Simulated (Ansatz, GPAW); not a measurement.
One calculation of Sr, 3 ways

```
Sr
1.0
     4.21754    0.00000    0.00000
    -1.40585    3.97634    0.00000
    -1.40585   -1.98817    3.44361
Sr
1
Direct
  0.00000 0.00000 0.00000
```

This isn't the form of Sr at room conditions, which is fcc.

The cell was measured well above room temperature.

Alike in all runs: task single point; functional PBEsol; k mesh 8 × 8 × 8; occupations gaussian, width 0.1 eV; no spin polarisation; no spin-orbit coupling. Pressure is positive in compression and, in plane waves, holds the error of the finite cutoff, which Ansatz's Pulay term estimates and takes out.

```json
{"program and potentials": "Ansatz, Ansatz PAW", "plane-wave cutoff (eV)": "420", "notes": "potentials made for PBE, which Ansatz adapts in part", "band gap (eV)": "no gap", "pressure (GPa)": "-1.26"}
{"program and potentials": "Ansatz, all-electron LAPW, scalar-relativistic", "plane-wave cutoff (eV)": "-", "notes": "-", "band gap (eV)": "no gap", "pressure (GPa)": "-1.26"}
{"program and potentials": "GPAW, PAW data sets generated for this functional", "plane-wave cutoff (eV)": "600", "notes": "-", "band gap (eV)": "no gap", "pressure (GPa)": "-1.22"}
```

None finds a gap. The pressure spans -1.26 (Ansatz, Ansatz PAW) to -1.22 GPa (GPAW, PAW data sets generated for this functional), with all-electron results at -1.26.

The functional is the same throughout but for its coding, so the spread measures potentials, basis and numerics; runs on potential files found faulty are left out.
